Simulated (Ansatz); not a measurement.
# InSe (layers cut from the bulk crystal): the G0W0 gap against the k mesh

Wanted: mesh convergence of the gap correction in InSe (layers cut from the bulk crystal).

Main program and level: Ansatz 0.2.0; G0W0 on PBE, plane waves, PAW.

Report form: the programs' logs are mostly left out.

**1. The structure**

The cell holds 4 atoms: 2 Se and 2 In. Cell: a = 4.028 Å, b = 4.028 Å, c = 34.000 Å, α = 90.0°, β = 90.0°, γ = 120.0°. It derives from InSe. Vacuum lies along c.

The structure was relaxed with PBE-D3(BJ). The runs that relaxed it are not among those shown. The default PAW set here is soft_2. Its files were made with PBE. The Coulomb interaction is cut off across the vacuum.

**2. The 3×3×1 mesh**

Now the one-shot GW correction: screening in the RPA, then the self-energy of the levels asked for.

The input, input.yaml:

```yaml
crystal:
  lattice:
    - [4.0283608186, 0.0, 0.0]
    - [-2.0141804093, 3.4886628045, 0.0]
    - [0.0, 0.0, 34.0]
  atoms:
    - { symbol: Se, position: [0.3333333333, 0.6666666667, 0.4208345916] }
    - { symbol: In, position: [0.6666666667, 0.3333333333, 0.4589064024] }
    - { symbol: In, position: [0.6666666667, 0.3333333333, 0.5410935976] }
    - { symbol: Se, position: [0.3333333333, 0.6666666667, 0.5791654084] }
  periodic: [true, true, false]
kpoints:
  mp_grid: { grid: [3, 3, 1] }
hamiltonian:
  xc: pbe
scf:
  occupations: { method: fixed }
gw:
  n_empty_bands: 360
  ecut_chi: 48.0
  qp_bands: [v2, c2]
  qp_kpoints: band_edges
  screening: { model: contour_deformation }
```

On the command line:

```bash
$ ansatz run input.yaml --threads 3 --pin off --max-ram 92160MiB --backend cuda --events-out ev --progress --plain --runs-dir out --devices 1 --max-vram 13GiB  # rebuilt from the run's record
```

Elapsed: 17 s, on 1 × NVIDIA H100 80GB HBM3 (shared by 6 runs) with 3 threads of AMD EPYC 7R13 (Zen 3), shared host; peak memory 1.5 GiB; 17 s of CPU time.

This step gave:

```
bands summed                                 : 389
plane waves in the screening matrix          : 351
q-points in the mesh                         : 9
G0W0 gap on the mesh                         : 2.290 eV
k of the valence top                         : 0, 0, 0
k of the conduction bottom                   : 0, 0, 0
starting gap on the mesh                     : 1.686 eV
Z at the valence top                         : 0.7313
Z at the conduction bottom                   : 0.7499
least direct G0W0 gap on the computed points : 2.290 eV
```

The gap on the mesh goes from 1.69 eV to 2.29 eV, a correction of +0.60 eV. Between the two edge states, bare exchange in place of the xc potential would open the gap by 5.06 eV, and correlation takes back 4.45 eV.

**3. The 6×6×1 mesh**

A second mesh at equal bands and cutoff isolates the sampling error.

input.yaml, as its differences from that of step 2:

```diff
@@ -12,3 +12,3 @@
 kpoints:
-  mp_grid: { grid: [3, 3, 1] }
+  mp_grid: { grid: [6, 6, 1] }
 hamiltonian:
```

Wall time 31 s (1 × NVIDIA H100 80GB HBM3 (shared by 6 runs) with 3 threads); peak memory 1.8 GiB.

This step gave:

```yaml
bands_summed: 389
plane_waves_in_the_screening_matrix: 351
q_points_in_the_mesh: 36
g0w0_gap_on_the_mesh: 2.818 eV
k_of_the_valence_top: 0, 0.1667, 0
k_of_the_conduction_bottom: 0, 0, 0
starting_gap_on_the_mesh: 1.625 eV
z_at_the_valence_top: 0.7466
z_at_the_conduction_bottom: 0.7745
least_direct_g0w0_gap_on_the_computed_points: 2.898 eV
```

Against the run with 3×3×1 mesh, 360 empty bands, screening to 48 eV, the gap moves by +0.53 eV, while the start moved by −0.06 eV. A band edge is found at another k point on this mesh.

**4. The 9×9×1 mesh**

input.yaml, as its differences from that of step 3:

```diff
@@ -12,3 +12,3 @@
 kpoints:
-  mp_grid: { grid: [6, 6, 1] }
+  mp_grid: { grid: [9, 9, 1] }
 hamiltonian:
```

Wall time 90 s (1 × NVIDIA H100 80GB HBM3 (shared by 6 runs) with 3 threads); peak memory 2.3 GiB; 2.4 min of CPU time.

Numbers from this step:

* bands summed: 389
* plane waves in the screening matrix: 351
* G0W0 gap on the mesh: 2.874 eV
* k of the valence top: 0.1111, 0.1111, 0
* k of the conduction bottom: 0, 0, 0
* starting gap on the mesh: 1.628 eV
* least direct G0W0 gap on the computed points: 2.960 eV

Against the run with 6×6×1 mesh, 360 empty bands, screening to 48 eV, the gap moves by +0.06 eV. A band edge is found at another k point on this mesh.

**5. The meshes together**

Times are wall times on 1 × NVIDIA H100 80GB HBM3 (shared by 6 runs) with 3 threads of AMD EPYC 7R13 (Zen 3), shared host, good to a factor of about two.

```csv
mesh,points,irreducible,start (eV),G0W0 (eV),shift (eV),mean of 1 + 4πα/V (set by the cell height),time
3×3×1,9,3,1.686,2.290,+0.603,3.06,17 s
6×6×1,36,7,1.625,2.818,+1.193,2.24,31 s
9×9×1,81,12,1.628,2.874,+1.246,2.15,90 s
```

**6. Summary of results**

```yaml
3x3x1: 2.290 eV (shift +0.603)
6x6x1: 2.818 eV (shift +1.193)
9x9x1: 2.874 eV (shift +1.246)
settings: PBE start, 360 empty bands, 48 eV
```

**Reading.** The shift is +0.60 eV on 3×3×1 and +1.25 eV on 9×9×1. On 9×9×1 the edges lie at (0.111, 0.111, 0.000) and Γ, on 6×6×1 at (0.000, 0.167, 0.000) and Γ, so these two shifts belong to different pairs of states. The mean of 1 + 4πα/V (set by the cell height) ranges from 2.15 to 3.06 and ends at 2.15; the coarsest mesh overstates it. The starting gap changes too, by 0.06 eV, since the meshes hold different points and converge the density differently. From 9 to 81 points the time grows 5.5-fold. Bands and cutoff are modest here, so the values stand off the basis limit. The many-body steps are scalar-relativistic: spin-orbit coupling is not in them.

[Paths, hosts, dates, memory and timing lines, banners, echoed tables and standing remarks are left out of the program output.]

[Logs are printed without paths, hosts, clocks, repeated set-up lines and the standing remarks that a program may print on its own settings, such as how far it seeks lower states.]

[Runs of the session that timed out or met a known fault of the program may be left out.]

[Cells called generated may have been cut or substituted from an entry of the Crystallography Open Database or the Materials Project.]

[Hosts, paths, dates, database ids (printed as entryN), source tags and the programs' standing remarks are cut or masked in the printed files.]
